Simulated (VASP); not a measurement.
# Bi (P6_3/mmc) in VASP: single point with PBE

Aim: the single point of Bi with PBE.

All numbers are computed with VASP 6.6.1; they aren't measurements. Logs are shortened: lines on timing, memory, paths and dates and some standing lists are left out, and cuts for length are marked.

### Step 1. Starting point

Symmetry: P6_3/mmc, No. 194, hexagonal system. The conventional cell has a = 3.509 Å, b = 3.509 Å, c = 5.883 Å, α = 90.00°, β = 90.00°, γ = 120.00°. Around Bi (site symmetry -6m2) lie 12 Bi at 3.51 to 3.57 Å.

The cell was built by a generator and needn't be a form met in nature.

### Step 2. Single point, PBE

Input file INCAR:

```
SYSTEM = Bi
PREC     = Accurate       ! precision mode
ENCUT    = 520            ! plane-wave cutoff, eV
EDIFF    = 1E-7           ! SCF threshold, eV
ISMEAR   = 0              ! smearing method
SIGMA    = 0.05           ! smearing width, eV
LREAL    = .False.        ! projectors in reciprocal space
LASPH    = .True.         ! aspherical terms in the spheres
NELM     = 100            ! most SCF steps
ALGO     = Normal         ! electronic algorithm
ISIF     = 2              ! what is computed and relaxed
LWAVE    = .False.        ! write WAVECAR
LCHARG   = .False.        ! write CHGCAR
GGA      = PE             ! functional
NBANDS   = 22             ! bands
```

Input file KPOINTS:

```
regular mesh
0
Gamma
  6 6 4
  0 0 0
```

Input file POSCAR:

```
Bi
1.0
    3.5091908485      0.0000000000      0.0000000000
   -1.7545954243      3.0390484215      0.0000000000
    0.0000000000      0.0000000000      5.8830915108
Bi
2
Direct
    0.3333333333      0.6666666667      0.7500000000
    0.6666666667      0.3333333333      0.2500000000
```

Potentials or basis: VASP PAW PBE potentials, release 64 (Bi_d).

Started as:

```
$ cat potpaw_PBE.64/Bi_d/POTCAR > POTCAR
$ mpirun -np 1 vasp_std > vasp.out
```

OUTCAR:

```text
SYSTEM = Bi
   PREC = Accurate
   ENCUT = 520
   EDIFF = 1E-7
   ISMEAR = 0
   LREAL = .False.
   LASPH = .True.
   NELM = 100
   ISIF = 2
   GGA = PE

 ion  position               nearest neighbor table
   1  0.333  0.667  0.750-   2 3.57   2 3.57   2 3.57   2 3.57   2 3.57   2 3.57
   2  0.667  0.333  0.250-   1 3.57   1 3.57   1 3.57   1 3.57   1 3.57   1 3.57

  LATTYP: Found a hexagonal cell.
 ALAT       =     3.5091908485
 C/A-ratio  =     1.6764809225

  Lattice vectors:

 A1 = (   3.5091908485,   0.0000000000,   0.0000000000)
 A2 = (  -1.7545954243,   3.0390484215,   0.0000000000)
 A3 = (   0.0000000000,   0.0000000000,   5.8830915108)

Analysis of symmetry for initial positions (statically):
=====================================================================
 Subroutine PRICEL returns:
 Original cell was already a primitive cell.

 Routine SETGRP: Setting up the symmetry group for a
 hexagonal supercell.

 Subroutine GETGRP returns: Found 24 space group operations
 (whereof 12 operations were pure point group operations)
 out of a pool of 24 trial point group operations.

The static configuration has the point symmetry D_3d.
 The point group associated with its full space group is D_6h.

Analysis of symmetry for dynamics (positions and initial velocities):
=====================================================================
 Subroutine PRICEL returns:
 Original cell was already a primitive cell.

 Routine SETGRP: Setting up the symmetry group for a
 hexagonal supercell.

 Subroutine GETGRP returns: Found 24 space group operations
 (whereof 12 operations were pure point group operations)
 out of a pool of 24 trial point group operations.

The dynamic configuration has the point symmetry D_3d.
 The point group associated with its full space group is D_6h.

 Subroutine INISYM returns: Found 24 space group operations
 (whereof 12 operations are pure point group operations),
 and found     1 'primitive' translations

----------------------------------------------------------------------------------------

                                     Primitive cell

  volume of cell :      62.7408

  direct lattice vectors                    reciprocal lattice vectors
     3.509190848  0.000000000  0.000000000     0.284965977  0.164525184  0.000000000
    -1.754595424  3.039048421  0.000000000     0.000000000  0.329050368  0.000000000
     0.000000000  0.000000000  5.883091511     0.000000000  0.000000000  0.169978658

  length of vectors
     3.509190848  3.509190848  5.883091511     0.329050368  0.329050368  0.169978658

  position of ions in fractional coordinates (direct lattice)
     0.333333333  0.666666667  0.750000000
     0.666666667  0.333333333  0.250000000

  ion indices of the primitive-cell ions
   primitive index   ion index
                 1           1
                 2           2

----------------------------------------------------------------------------------------

 KPOINTS: regular mesh

Automatic generation of k-mesh.
 Grid dimensions read from file:
 generate k-points for:    6    6    4

 Generating k-lattice:

  Cartesian coordinates                     Fractional coordinates (reciprocal lattice)
     0.047494330  0.027420864  0.000000000     0.166666667  0.000000000  0.000000000
     0.000000000  0.054841728  0.000000000     0.000000000  0.166666667  0.000000000
     0.000000000  0.000000000  0.042494665     0.000000000  0.000000000  0.250000000

  Length of vectors
     0.054841728  0.054841728  0.042494665

  Shift w.r.t. Gamma in fractional coordinates (k-lattice)
     0.000000000  0.000000000  0.000000000

 Subroutine IBZKPT returns following result:
 ===========================================

 Found     21 irreducible k-points:

 Following reciprocal coordinates:
            Coordinates               Weight
  0.000000  0.000000  0.000000      1.000000
  0.166667  0.000000  0.000000      6.000000
  0.333333 -0.000000  0.000000      6.000000
  0.500000 -0.000000  0.000000      3.000000
  0.166667  0.166667  0.000000      6.000000
  0.333333  0.166667  0.000000     12.000000
[... 13 lines left out ...]
  0.333333  0.166667  0.500000     12.000000
  0.333333  0.333333  0.500000      2.000000
   k-points           NKPTS =     21   k-points in BZ     NKDIM =     21   number of bands    NBANDS=     22
   number of dos      NEDOS =    301   number of ions     NIONS =      2
   total plane-waves  NPLWV =  37632
   dimension x,y,z NGX =    28 NGY =   28 NGZ =   48
   dimension x,y,z NGXF=    56 NGYF=   56 NGZF=   96
   ions per type =               2
   NGX,Y,Z   is equivalent  to a cutoff of  13.26, 13.26, 13.56 a.u.
   NGXF,Y,Z  is equivalent  to a cutoff of  26.53, 26.53, 27.13 a.u.
 SYSTEM =  Bi
   PREC   = accura    normal or accurate (medium, high low for compatibility)
   ISTART =      0    job   : 0-new  1-cont  2-samecut
   ICHARG =      2    charge: 1-file 2-atom 10-const
   ISPIN  =      1    spin polarized calculation?
   LNONCOLLINEAR =      F non collinear calculations
   LSORBIT =      F    spin-orbit coupling
   LASPH  =      T    aspherical Exc in radial PAW
   ENCUT  =  520.0 eV  38.22 Ry    6.18 a.u.   6.52  6.52 10.94*2*pi/ulx,y,z
   NELM   =    100;   NELMIN=  2; NELMDL= -5     # of ELM steps
   EDIFF  = 0.1E-06   stopping-criterion for ELM
   LREAL  =      F    real-space projection
   EDIFFG = 0.1E-05   stopping-criterion for IOM
   NSW    =      0    number of steps for IOM
   IBRION =     -1    ionic relax: 0-MD 1-quasi-New 2-CG
   NFREE  =      0    steps in history (QN), initial steepest desc. (CG)
   ISIF   =      2    stress and relaxation
   ISYM   =      2    0-nonsym 1-usesym 2-fastsym
   POTIM  = 0.5000    time-step for ionic-motion
   TEBEG  =    0.0;   TEEND  =   0.0 temperature during run
   PSTRESS=    0.0 pullay stress
   NELECT =      30.0000    total number of electrons
   NUPDOWN=      -1.0000    fix difference up-down
   EMIN   =  10.00;   EMAX   =-10.00  energy-range for DOS
   EFERMI =   0.00;   METHOD = LEGACY
   ISMEAR =     0;   SIGMA  =   0.05  broadening in eV -4-tet -1-fermi 0-gaus
   EFERMI_NEDOS =   21; number of points for ismear=-14 and -15
   IALGO  =     38    algorithm
   IMIX   =      4    mixing-type and parameters
     AMIX     =   0.40;   BMIX     =  1.00
     AMIX_MAG =   1.60;   BMIX_MAG =  1.00
  volume/ion in A,a.u.               =      31.37       211.70
  Fermi-wavevector in a.u.,A,eV,Ry     =   1.280163  2.419157 22.297454  1.638817
  Thomas-Fermi vector in A             =   2.412606
   LORBIT       =      0    0 simple, 1 ext, 2 COOP (PROOUT), +10 PAW based schemes
   GGA     = PE    functional components
   LHFCALC =     F    Hartree Fock is set to
   AEXX    =    0.0000 exact exchange contribution
   IVDW    =     0    specifies the selected vdW correction
   LEPSILON=     F    determine dielectric tensor
   LRPA    =     F    only Hartree local field effects (RPA)
 non-spin polarized calculation
 Gauss-broadening in eV      SIGMA  =   0.05
  energy-cutoff  :      520.00
  volume of cell :       62.74
 maximum number of plane-waves:      1720
 NGX is ok and might be reduce to    28
   NGX = 13   NGY = 13   NGZ = 21

 number of electron      29.9999997 magnetization

 Free energy of the ion-electron system (eV)
  ---------------------------------------------------
  ext. energy  EPLUGINS =         0.00000000
  ---------------------------------------------------
  free energy    TOTEN  =        -7.60569103 eV

  energy without entropy =       -7.60473460  energy(sigma->0) =       -7.60521281

 E-fermi :   8.1953     XC(G=0): -10.2586

 val. band max:        8.1279624336   @ k =   0.5000  -0.0000   0.0000
 cond. band min:       8.2297501500   @ k =   0.1667   0.0000   0.0000
 fundamental gap:      0.1017877164
 Fermi energy:         8.1952842922

 k-point     1 :       0.0000    0.0000    0.0000
  band No.  band energies     occupation
      1     -15.2059      2.00000
      2     -15.2059      2.00000
      3     -15.2052      2.00000
      4     -15.1984      2.00000
      5     -15.1984      2.00000
      6     -15.1919      2.00000
[... 14 lines left out ...]
     21      17.1921      0.00000
     22      18.4775      0.00000

 k-point     2 :       0.1667    0.0000    0.0000
  band No.  band energies     occupation
      1     -15.2281      2.00000
      2     -15.2023      2.00000
      3     -15.1810      2.00000
      4     -15.1720      2.00000
      5     -15.1645      2.00000
      6     -15.1616      2.00000
[... 14 lines left out ...]
     21      17.0780      0.00000
     22      17.7699      0.00000

 k-point     3 :       0.3333   -0.0000    0.0000
  band No.  band energies     occupation
      1     -15.2605      2.00000
      2     -15.2120      2.00000
      3     -15.1931      2.00000
      4     -15.1752      2.00000
      5     -15.1385      2.00000
      6     -15.1220      2.00000
[... 14 lines left out ...]
     21      16.2661      0.00000
     22      17.6905      0.00000

 k-point     4 :       0.5000   -0.0000    0.0000
  band No.  band energies     occupation
      1     -15.2754      2.00000
      2     -15.2186      2.00000
      3     -15.2102      2.00000
      4     -15.1835      2.00000
      5     -15.1368      2.00000
      6     -15.1164      2.00000
[... 14 lines left out ...]
     21      15.9569      0.00000
     22      17.7099      0.00000

 k-point     5 :       0.1667    0.1667    0.0000
  band No.  band energies     occupation
      1     -15.2176      2.00000
      2     -15.2107      2.00000
      3     -15.1839      2.00000
      4     -15.1722      2.00000
      5     -15.1620      2.00000
      6     -15.1556      2.00000
[... 342 lines left out ...]
 k-point    19 :       0.1667    0.1667    0.5000
  band No.  band energies     occupation
      1     -15.2138      2.00000
      2     -15.2138      2.00000
      3     -15.1892      2.00000
      4     -15.1892      2.00000
      5     -15.1433      2.00000
      6     -15.1433      2.00000
[... 14 lines left out ...]
     21      17.9044      0.00000
     22      17.9044      0.00000

 k-point    20 :       0.3333    0.1667    0.5000
  band No.  band energies     occupation
      1     -15.2173      2.00000
      2     -15.2173      2.00000
      3     -15.1893      2.00000
      4     -15.1893      2.00000
      5     -15.1376      2.00000
      6     -15.1376      2.00000
[... 14 lines left out ...]
     21      16.4317      0.00000
     22      16.4317      0.00000

 k-point    21 :       0.3333    0.3333    0.5000
  band No.  band energies     occupation
      1     -15.1998      2.00000
      2     -15.1998      2.00000
      3     -15.1537      2.00000
      4     -15.1537      2.00000
      5     -15.1354      2.00000
      6     -15.1354      2.00000
[... 14 lines left out ...]
     21      15.4242      0.00000
     22      15.4242      0.00000

------------------------ aborting loop because EDIFF is reached ----------------------------------------

  FORCE on cell =-STRESS in cart. coord.  units (eV):
  Direction    XX          YY          ZZ          XY          YZ          ZX
  --------------------------------------------------------------------------------------
  -------------------------------------------------------------------------------------
  Total       -0.0607414     -0.0607414     -0.0776036      0.0000000      0.0000000      0.0000000
  in kB       -1.5511187     -1.5511187     -1.9817205      0.0000000      0.0000000      0.0000000
  external PRESSURE =      -1.6946526 kB  Pullay stress =       0.0000000 kB

 VOLUME and BASIS-vectors are now :
 -----------------------------------------------------------------------------
  energy-cutoff  :      520.00
  volume of cell :       62.74
      direct lattice vectors                 reciprocal lattice vectors
     3.509190848  0.000000000  0.000000000     0.284965977  0.164525184  0.000000000
    -1.754595424  3.039048421  0.000000000     0.000000000  0.329050368  0.000000000
     0.000000000  0.000000000  5.883091511     0.000000000  0.000000000  0.169978658

 POSITION                                       TOTAL-FORCE (eV/Angst)
 -----------------------------------------------------------------------------------
     -0.00000      2.02603      4.41232        -0.000000      0.000000      0.000000
      1.75460      1.01302      1.47077         0.000000     -0.000000      0.000000
 -----------------------------------------------------------------------------------
    total drift:                               -0.000000      0.000000      0.000000

  FREE ENERGIE OF THE ION-ELECTRON SYSTEM (eV)
  ---------------------------------------------------
  free  energy   TOTEN  =        -7.6056910314 eV

  energy  without entropy=       -7.6047345966  energy(sigma->0) =       -7.60521281
```

Run time: 11 s. Hardware: 1 thread of Intel Xeon Platinum 8559C (Emerald Rapids), shared host; peak memory 0.18 GiB.

Results:

```
Free energy            : -7.6057 eV
Pressure               : -0.2 GPa
Band gap on the k mesh : none (metal or under the smearing width)
```

Caveat: spin-orbit coupling is left out, which moves the levels of the heavy elements.
